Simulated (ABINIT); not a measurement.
Here is an ABINIT 10.8.3 (patched build) calculation.

The input run.abi:

```
# Datasets
ndtset 9

# Pseudopotentials
pp_dirpath "./"
pseudos "Nb.GGA_PBE-JTH.xml"

# Structure
acell 2.8820459413 2.8820459413 2.8820459413 Angstrom
rprim
    -0.5773502692     0.5773502692     0.5773502692
     0.5773502692    -0.5773502692     0.5773502692
     0.5773502692     0.5773502692    -0.5773502692
ntypat 1
znucl 41
natom 1
typat 1
xred
            0.0            0.0            0.0

# Plane-wave basis
ecut 16.0
pawecutdg 32.0
pawxcdev 0

# k points
ngkpt 12 12 12
nshiftk 1
shiftk 0.0 0.0 0.0

# Exchange and correlation
ixc -116133

# Bands and occupations
nband 15
occopt 3
tsmear 0.00367493

# SCF cycle
nstep 80

# Output
prteig 0
prtebands 0
prtwf 0
prtden 0
prtpot 0

# Dataset 1: ground state
kptopt1 1
tolvrs1 1.0e-11
prtwf1 1
tolwfr1 1.0e-14
nbdbuf1 4
nline1 6

# Dataset 2: response at q = 0 to atomic displacements
rfphon2 1
rfatpol2 1 1
rfdir2 1 1 1
getwfk2 1
kptopt2 2
nqpt2 1
qpt2 0.0 0.0 0.0
tolvrs2 1.0e-8

# Dataset 3: atomic displacements at q = 0.25 0.0 0.0
rfphon3 1
rfatpol3 1 1
rfdir3 1 1 1
getwfk3 1
kptopt3 3
nqpt3 1
qpt3 1/4 0.0 0.0
tolvrs3 1.0e-8

# Dataset 4: atomic displacements at q = 0.5 0.0 0.0
rfphon4 1
rfatpol4 1 1
rfdir4 1 1 1
getwfk4 1
kptopt4 3
nqpt4 1
qpt4 1/2 0.0 0.0
tolvrs4 1.0e-8

# Dataset 5: atomic displacements at q = 0.25 0.25 0.0
rfphon5 1
rfatpol5 1 1
rfdir5 1 1 1
getwfk5 1
kptopt5 3
nqpt5 1
qpt5 1/4 1/4 0.0
tolvrs5 1.0e-8

# Dataset 6: atomic displacements at q = 0.25 0.25 0.25
rfphon6 1
rfatpol6 1 1
rfdir6 1 1 1
getwfk6 1
kptopt6 3
nqpt6 1
qpt6 1/4 1/4 1/4
tolvrs6 1.0e-8

# Dataset 7: atomic displacements at q = -0.25 0.25 0.25
rfphon7 1
rfatpol7 1 1
rfdir7 1 1 1
getwfk7 1
kptopt7 3
nqpt7 1
qpt7 -1/4 1/4 1/4
tolvrs7 1.0e-8

# Dataset 8: atomic displacements at q = 0.5 0.5 0.25
rfphon8 1
rfatpol8 1 1
rfdir8 1 1 1
getwfk8 1
kptopt8 3
nqpt8 1
qpt8 1/2 1/2 1/4
tolvrs8 1.0e-8

# Dataset 9: atomic displacements at q = 0.5 0.5 0.5
rfphon9 1
rfatpol9 1 1
rfdir9 1 1 1
getwfk9 1
kptopt9 3
nqpt9 1
qpt9 1/2 1/2 1/2
tolvrs9 1.0e-8
```

mrgddb.in

```
merged_DDB
Nb
9
runo_DS1_DDB
runo_DS2_DDB
runo_DS3_DDB
runo_DS4_DDB
runo_DS5_DDB
runo_DS6_DDB
runo_DS7_DDB
runo_DS8_DDB
runo_DS9_DDB
```

The input anaddb.abi:

```
ddb_filepath "merged_DDB"
output_file "anaddb.abo"
outdata_prefix "ana"
asr 1
chneut 0
dipdip 0
dieflag 0
enunit 0
ifcflag 1
brav 1
ngqpt 4 4 4
nqshft 1
q1shft 0.0 0.0 0.0
nqpath 6
ndivsm 6
qpath
     0.0000000000     0.0000000000     0.0000000000
     0.5000000000    -0.5000000000     0.5000000000
     0.0000000000     0.0000000000     0.5000000000
     0.0000000000     0.0000000000     0.0000000000
     0.2500000000     0.2500000000     0.2500000000
     0.5000000000    -0.5000000000     0.5000000000
prtdos 2
ng2qpt 20 20 20
dosdeltae 2.0e-5
```

Potentials or basis: JTH PAW PBE v2.0.

Launch:

```console
$ mpirun --bind-to none -np 4 abinit run.abi > log 2>&1
$ mrgddb < mrgddb.in > mrgddb.log 2>&1
$ anaddb anaddb.abi > anaddb.log 2>&1
```

Q: Estimate the highest phonon frequency.

A: 210 cm⁻¹.

Q: Predict the band gap on the k mesh.

A: None (metal or under the smearing width).

Phonon frequencies in cm⁻¹ (negative: imaginary):
```
               q point  frequencies
 (0.000, 0.000, 0.000)        0 0 0
 (0.250, 0.000, 0.000)    73 93 129
 (0.500, 0.000, 0.000)  141 170 171
 (0.250, 0.250, 0.000)  121 129 184
 (0.250, 0.250, 0.250)  164 164 164
(-0.250, 0.250, 0.250)  106 106 188
 (0.500, 0.500, 0.250)  141 181 184
 (0.500, 0.500, 0.500)  210 210 210
```

Caveat: the cell is more than 3 GPa from zero pressure, which shifts response properties.
